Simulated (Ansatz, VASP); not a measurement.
**Ta (Ta strained to the junction's net): VASP beside Ansatz**

Aim: how closely do two programs agree when they are given the same cell, functional and k mesh? The structure shown is the end of the Ansatz relaxation below.

Calculated with Ansatz 0.2.0; plane waves, with VASP 6.6.1 beside it; single point at PBE.

### 1. The structure

The structure is tetragonal, space group I4/mmm (No. 139). Conventional cell: a = 3.217 Å, b = 3.217 Å, c = 3.460 Å, α = 90.00°, β = 90.00°, γ = 90.00°. Ta has 8 Ta at 2.86 Å nearest.

### 2. Ansatz: relaxation, PBE

Ansatz runs on its default PAW (the set named soft_2) files.

This run makes the geometry at which the two programs are then compared.

The input, input.yaml:

```yaml
crystal:
  lattice:
    - [3.217, 0.0, 0.0]
    - [0.0, 3.217, 0.0]
    - [0.0, 0.0, 3.3751]
  atoms:
    - { symbol: Ta, position: [0.0, 0.0, 0.0] }
    - { symbol: Ta, position: [0.5, 0.5, 0.5] }
kpoints:
  mp_grid: { grid: [10, 10, 9] }
scf:
  occupations: { method: fermi_dirac, width: 0.1 }
  max_iter: 150
hamiltonian:
  xc: pbe
relax:
  f_tol: 0.01
  max_steps: 40
  cell: { fix: [a, b, angles] }
```

Command:

```bash
> ansatz run input.yaml --threads 8 --pin off --max-ram 24576MiB --backend cpu --events-out ev --progress --plain --runs-dir out
```

Numbers of over 12 decimals in the logs are rounded to 6 here.

Log:

```text
Engine: ansatz 0.2.0, aarch64-unknown-linux-gnu
Pseudopotentials: kind: paw
Pseudopotential: Ta, paw, valence charge 13, recommended cutoff 420 eV (normal), Ta.paw.azcp
Functional definition: PBE
  parameter kappa = 0.804
  parameter beta = 0.066725
  exchange = pbe_x(kappa = kappa, mu = beta*pi^2/3)
  correlation = pbe_c(beta = beta)
Crystal: 2 atoms, lattice volume = 34.929 Å³
Basis set: ecut = 420 eV, 699 PW (Γ), exchange–correlation on 48×48×48 points (8 copies of the dense FFT grid, shifted against one another)
Bands: 17, of which v1, the nominal top of the filled ones, is band 13 counted from 1 (12 counted from 0)
Symmetry: 32 space group operations
Space group: I4/mmm (ITA 139), of the structure as read, at distance tolerance 3.3e-5 Å
k-points: 105 of 900
Non-local potential: Ta, projectors of the file, l = 0: 3, l = 1: 2, l = 2: 2, l = 3: 1
PAW form: soft (Blöchl's): semilocal exchange-correlation on the pseudo side does not see the compensation charge
PAW one-centre angular grid: Ta, 590 points (default); XC on 64 Gauss nodes
Initial density: superposition of atomic densities (neutral atoms: chi_scale 0, normalization atom), corrected by the library's trained network
Initial wavefunctions: pseudopotential atomic-orbital guess
Functional: x = pbe(κ = 0.804, μ = 0.219515), c = pbe(β = 0.066725)
SCF iter   1: F=—  HF=-19864.470752 eV  |F-HF|=—  |Δ(HF+E_count)|=         —  Δρ=2.21e-3  dr2=4.62e-4  ethr=1.77e-3  ⟨swp⟩=5.1  Hψ=7818  notcnv=0
preconditioner: auto → none  [metal: Δε(μ)=0.006 eV  Ē_g=5.117 eV  σ=0.100 eV  W_gap=0.02  n_scr=6 (ndim 8)  ℏωp=19.9 eV  f_vac=0.000  D(μ)=2.70/eV (n_scr^D=28)  sad-step TF]
SCF iter   2: F=—  HF=-19864.471140 eV  |F-HF|=—  |Δ(HF+E_count)|=   3.87e-4  Δρ=1.22e-3  dr2=1.96e-4  ethr=1.78e-6  ⟨swp⟩=2.6  Hψ=4011  notcnv=0
SCF iter   3: F=—  HF=-19864.471264 eV  |F-HF|=—  |Δ(HF+E_count)|=   1.25e-4  Δρ=3.93e-4  dr2=3.41e-5  ethr=7.52e-7  ⟨swp⟩=2.0  Hψ=3137  notcnv=0
SCF iter   4: F=—  HF=-19864.471251 eV  |F-HF|=—  |Δ(HF+E_count)|=   1.36e-5  Δρ=1.45e-4  dr2=3.41e-6  ethr=1.31e-7  ⟨swp⟩=2.6  Hψ=3029  notcnv=0
iter 5 did not close the SCF: its close was put off for the readings that it lacked (scf_convergence_deferred on its scf_iter line)
SCF iter   5: F=-19864.471249 eV  HF=-19864.471249 eV  |F-HF|=1.56e-8  |Δ(HF+E_count)|=   1.37e-6  Δρ=1.43e-5  dr2=1.40e-8  ethr=1.31e-8  ⟨swp⟩=2.0  Hψ=3130  notcnv=0
SCF iter   6: F=-19864.471249 eV  HF=-19864.471249 eV  |F-HF|=1.82e-11  |Δ(HF+E_count)|=   1.94e-8  Δρ=7.16e-7  dr2=9.85e-11  ethr=5.37e-11  ⟨swp⟩=2.0  Hψ=5868  notcnv=0
SCF 1 converged in 6 iterations: F = -19864.471249 eV  dr2 = 9.85e-11
  greatest PAW one-centre occupation: 1.000 electrons in one spin orbital (limit 2), on the Ta atom at site 1 (counted from 0), in its partial waves of l = 0
relax step   1: F+E_penalty+E_count = -19864.47124938 eV  Δ(F+E_penalty+E_count) = +0.000e0 eV  max|allowed force component| = 3.969e-30 eV/Å  Δτ_max = 0.0000 Å  P = +10.372 GPa  Ω = 34.929 Å³  fix = [a, b, alpha, beta, gamma]  reactions: a +12.144, b +12.144 GPa  (6 SCF iters, dr2 threshold 1.00e-7 eV, accepted)
[...]
relax step   5: F+E_penalty+E_count = -19864.48951275 eV  Δ(F+E_penalty+E_count) = -3.866e-4 eV  max|allowed force component| = 1.109e-30 eV/Å  Δτ_max = 0.0000 Å  P = +5.146 GPa  Ω = 35.797 Å³  fix = [a, b, alpha, beta, gamma]  reactions: a +7.687, b +7.687 GPa  stress off target by 6.60e-2 GPa on what of the cell is left free  SCF on the basis re-selected at this cell (its energy is not comparable with the rows above)  (8 SCF iters)
[...]
relax step   6: F+E_penalty+E_count = -19864.48951132 eV  Δ(F+E_penalty+E_count) = +1.421e-6 eV  max|allowed force component| = 3.550e-30 eV/Å  Δτ_max = 0.0000 Å  P = +5.095 GPa  Ω = 35.806 Å³  energy of the carried Pulay correction = -3.293e-6 eV  fix = [a, b, alpha, beta, gamma]  reactions: a +7.643, b +7.643 GPa  (7 SCF iters, dr2 threshold 1.09e-8 eV, accepted)
[...]
relax step   7: F+E_penalty+E_count = -19864.48951349 eV  Δ(F+E_penalty+E_count) = -2.167e-6 eV  max|allowed force component| = 1.065e-29 eV/Å  Δτ_max = 0.0000 Å  P = +5.095 GPa  Ω = 35.806 Å³  fix = [a, b, alpha, beta, gamma]  reactions: a +7.643, b +7.643 GPa  stress off target by 1.09e-4 GPa on what of the cell is left free  SCF on the basis re-selected at this cell (its energy is not comparable with the rows above)  (7 SCF iters)
basis re-selected at this cell: Δ(F+E_penalty+E_count) = -2.167e-6 eV, ΔP = +0.000 GPa vs the last step (what re-selecting the basis moved, of the pressure what is left beyond the Pulay correction that the steps carried, after the strain that the cell walked since its last selection, with what the two solves' SCF thresholds leave and, on support functions, any second-order correction that the steps lacked; it is no m [...]
SCF converged after 7 iterations
Free energy (F): -19864.489513 eV
Harris-Foulkes:  -19864.489513 eV  (|F-HF|=1.82e-11)
Internal energy: -19864.401928 eV  (E = F + TS)
E sigma→0 (E₀):  -19864.445721 eV
Entropy (-TS):   -0.087585 eV (-43.793 meV/atom)
Fermi energy:    18.799600 eV
--- Per-component energies (eV) ---
  E_band       = -203.054567
  E_kinetic    = 732.989762
  E_local      = -1088.359616  (includes V_loc(G=0)·N_el)
  E_nonlocal   = 29.916480
  E_hartree    = 378.592350
  E_xc         = -437.280505
  E_vxc        = -408.576831  (∫ρ·V_xc dr)
  E_paw        = -16793.468788  (= ΣΔE_a)
  E_vpaw       = -226.209339  (= ΣTr[D̂ρ^β])
  E_aug_tail   = 0.000277  (compensation charges beyond the density's cutoff)
  E_ewald      = -2686.791888
  E_smearing   = -0.087585  (= −TS)
  E_closure    = -0.000000  (closes the sum)
  Σ components = -19864.489513   (vs F -19864.489513, Δ=0.00e0)
--- Forces (eV/Å), atoms counted from 1 ---
  atom   1  Ta     0.00000000     0.00000000     0.00000000
  atom   2  Ta     0.00000000     0.00000000     0.00000000
  max |Σ_I F_I| component: 2.29e-29 eV/Å
--- Stress (GPa, compression-positive) ---
        7.642643      -0.000000       0.000000
       -0.000000       7.642643      -0.000000
        0.000000      -0.000000      -0.000109
  P = ⅓ Tr σ = 5.0951 GPa (50.951 kbar)
--- Relaxed structure (5 steps of the walk, 5 accepted, 2 SCFs on fresh bases) ---
  F+E_penalty+E_count = -19864.48951349 eV   max|allowed force component| = 1.065e-29 eV/Å   (the final SCF, on the basis selected at the relaxed cell)
  cell:  # Å, volume = 35.8065 Å³
    - [3.217, 0, 0.0]
    - [0, 3.217, 0.0]
    - [0.0, 0.0, 3.459866]
  atoms:
    - { symbol: Ta, position: [0.0, 0.0, 0.0] }
    - { symbol: Ta, position: [0.500000, 0.500000, 0.5] }
```

### 3. VASP: single point, PBE

The same cell, functional, mesh and smearing now go to VASP, with its own data sets.

Lines of VASP's logs that name or quote its potential files are left out, and so is its time.

The input, INCAR:

```
SYSTEM = Ta
PREC = Accurate
ENCUT = 500
EDIFF = 1E-06
NELM = 120
ISMEAR = -1
SIGMA = 0.1
LREAL = .FALSE.
ALGO = Normal
GGA = PE
NBANDS = 17
LASPH = .TRUE.
LORBIT = 11
LWAVE = .FALSE.
LCHARG = .FALSE.
ISIF = 2
GGA_COMPAT = .FALSE.
```

The input, POSCAR:

```
Ta
1.0
    3.2170000000      0.0000000000      0.0000000000
    0.0000000000      3.2170000000      0.0000000000
    0.0000000000      0.0000000000      3.4598658553
Ta
2
Direct
    0.0000000000      0.0000000000      0.0000000000
    0.5000000000      0.5000000000      0.5000000000
```

The input, KPOINTS:

```
Automatic mesh
0
Gamma
10 10 9
0 0 0
```

PAW data sets: Ta_pv (PBE family, release 64).

Command:

```bash
> mpirun -np 1 vasp_std
```

Log:

```text
[banner, memory and clock lines left out]
running    1 mpi-ranks, on    1 nodes
 distrk:  each k-point on    1 cores,    1 groups
 distr:  one band on    1 cores,    1 groups

 POSCAR found type information on POSCAR Ta
 POSCAR found :  1 types and       2 ions
 LDA part: xc-table for (Slater+PW92), standard interpolation
 POSCAR, INCAR and KPOINTS ok, starting setup
 FFT: planning ... GRIDC
 FFT: planning ... GRID_SOFT
 FFT: planning ... GRID
 WAVECAR not read
 entering main loop
       N       E                     dE             d eps       ncg     rms          rms(c)
DAV:   1     0.165709816898E+03    0.16571E+03   -0.12429E+04  3570   0.130E+03
DAV:   2    -0.206310047694E+02   -0.18634E+03   -0.18343E+03  4457   0.363E+02
DAV:   3    -0.244924444381E+02   -0.38614E+01   -0.38002E+01  4316   0.501E+01
DAV:   4    -0.245216207193E+02   -0.29176E-01   -0.29083E-01  4387   0.442E+00
DAV:   5    -0.245218306986E+02   -0.20998E-03   -0.20988E-03  4296   0.343E-01    0.193E+01
DAV:   6    -0.238271576001E+02    0.69467E+00   -0.75206E-01  3969   0.807E+00    0.950E+00
DAV:   7    -0.236147312563E+02    0.21243E+00   -0.66513E-01  4219   0.718E+00    0.519E-01
DAV:   8    -0.236125091400E+02    0.22221E-02   -0.12614E-02  3990   0.102E+00    0.171E-01
DAV:   9    -0.236124258656E+02    0.83274E-04   -0.40767E-04  4365   0.194E-01    0.422E-02
DAV:  10    -0.236124124460E+02    0.13420E-04   -0.30397E-05  4321   0.562E-02    0.148E-02
DAV:  11    -0.236124118935E+02    0.55247E-06   -0.32985E-06  3679   0.177E-02
   1 F= -.23612412E+02 E0= -.23568598E+02  d E =-.876277E-01
```

Parts of OUTCAR (step 3):

```text
ion  position               nearest neighbor table
   1  0.000  0.000  0.000-   2 2.86   2 2.86   2 2.86   2 2.86   2 2.86   2 2.86   2 2.86   2 2.86

  LATTYP: Found a simple tetragonal cell.
 ALAT       =     3.2170000000
 C/A-ratio  =     1.0754945152

 Subroutine GETGRP returns: Found 16 space group operations
 (whereof 16 operations were pure point group operations)

The static configuration has the point symmetry D_4h.

 Found    105 irreducible k-points:

   k-points           NKPTS =    105   k-points in BZ     NKDIM =    105   number of bands    NBANDS=     17

   dimension x,y,z NGX =    24 NGY =   24 NGZ =   28
   dimension x,y,z NGXF=    48 NGYF=   48 NGZF=   56

   ENCUT  =  500.0 eV  36.75 Ry    6.06 a.u.   5.87  5.87  6.31*2*pi/ulx,y,z

   NELECT =      22.0000    total number of electrons

 k-points in reciprocal lattice and weights: Automatic mesh
   0.00000000  0.00000000  0.00000000       0.001
   0.10000000  0.00000000  0.00000000       0.004
   0.20000000  0.00000000  0.00000000       0.004
   0.30000000  0.00000000  0.00000000       0.004
   0.40000000  0.00000000  0.00000000       0.004
   0.50000000  0.00000000  0.00000000       0.002
   0.10000000  0.10000000  0.00000000       0.004
   0.20000000  0.10000000  0.00000000       0.009
   0.30000000  0.10000000  0.00000000       0.009
[...]
0.50000000  0.40000000  0.44444444       0.009
   0.50000000  0.50000000  0.44444444       0.002

 average (electrostatic) potential at core
       1 -36.3630       2 -36.3630

 E-fermi :   5.5659

 k-point     1 :       0.0000    0.0000    0.0000
  band No.  band energies     occupation
    ...
      5     -27.5061      2.00000
      6     -27.5061      2.00000
      7      -2.4040      2.00000
      8       1.5850      2.00000
      9       1.8180      2.00000
     10       6.0304      0.01904
     11       6.0304      0.01904
     12       6.9140      0.00000
     13       8.9069      0.00000
     14      10.1068      0.00000
    ...

 k-point     2 :       0.1000    0.0000    0.0000
  band No.  band energies     occupation
    ...
      5     -27.5392      2.00000
      6     -27.5234      2.00000
      7      -2.1671      2.00000
      8       1.7334      2.00000
      9       1.9875      2.00000
     10       5.9693      0.03477
     11       6.1428      0.00623
     12       6.8425      0.00001
     13       8.8929      0.00000
     14       9.9024      0.00000
    ...

 k-point     3 :       0.2000    0.0000    0.0000
  band No.  band energies     occupation
    ...
      5     -27.6030      2.00000
      6     -27.5741      2.00000
      7      -1.4881      2.00000
      8       2.1355      2.00000
      9       2.4430      2.00000
     10       5.8438      0.11690
     11       6.4767      0.00022
     12       6.6884      0.00003
     13       8.3035      0.00000
     14       9.2606      0.00000
    ...

  Total        1.7351073      1.7351073      0.0303887      0.0000000      0.0000000      0.0000000
  in kB       77.6382137     77.6382137      1.3597589      0.0000000      0.0000000      0.0000000
  external PRESSURE =      52.2120621 kB  Pullay stress =       0.0000000 kB

  energy-cutoff  :      500.00
  volume of cell :       35.81
      direct lattice vectors                 reciprocal lattice vectors
     3.217000000  0.000000000  0.000000000     0.310848617  0.000000000  0.000000000
     0.000000000  3.217000000  0.000000000     0.000000000  0.310848617  0.000000000
     0.000000000  0.000000000  3.459865855     0.000000000  0.000000000  0.289028547

 POSITION                                       TOTAL-FORCE (eV/Angst)
 -----------------------------------------------------------------------------------
      0.00000      0.00000      0.00000        -0.000000      0.000000      0.000000
      1.60850      1.60850      1.72993         0.000000     -0.000000      0.000000
 -----------------------------------------------------------------------------------
    total drift:                                0.000000      0.000000     -0.000000

  FREE ENERGIE OF THE ION-ELECTRON SYSTEM (eV)
  ---------------------------------------------------
  free  energy   TOTEN  =       -23.6124118935 eV

  energy  without entropy=      -23.5247841768  energy(sigma->0) =      -23.56859804

 total charge
# of ion       s       p       d       tot
------------------------------------------
    1        0.374   6.173   2.398   8.946
    2        0.374   6.173   2.398   8.946
--------------------------------------------------
tot          0.748  12.347   4.797  17.892

[... 3 further parts left out ...]
```

The run ends at a pressure of 5.22 GPa.

### 4. Comparison

Known differences besides the potentials themselves: the data sets hold 26 valence electrons in Ansatz (on its default PAW (the set named soft_2) files) and 22 in VASP; the cutoff is 420 eV in Ansatz and 500 eV in VASP; Ansatz's pressure holds a Pulay correction, VASP's none. Total energies have different zeros and are not compared.

Compared:

```csv
quantity,Ansatz,VASP,difference
pressure (GPa),5.10,5.22,-0.13
```

### 5. Results

```json
{"difference in pressure (single point, PBE)": "-0.13 GPa"}
```

The difference in pressure is -0.13 GPa (single point, PBE), within the 1 GPa picked in this series as the mark of a large difference. The data sets hold unlike numbers of valence electrons (26 in Ansatz and 22 in VASP), so part of the differences comes from the potentials. Such differences can come from data sets, numerical settings and the points named under the comparisons, not from the functional's error against experiment.

[Lines on the potential files, build, host, timing and source positions are cut from VASP's logs without a mark.]

[Logs are printed without paths, hosts, clocks, repeated set-up lines and the standing remarks that a program may print on its own settings, such as how far it seeks lower states.]

[Hosts, paths, dates, database ids (printed as entryN), source tags and the programs' standing remarks are cut or masked in the printed files.]
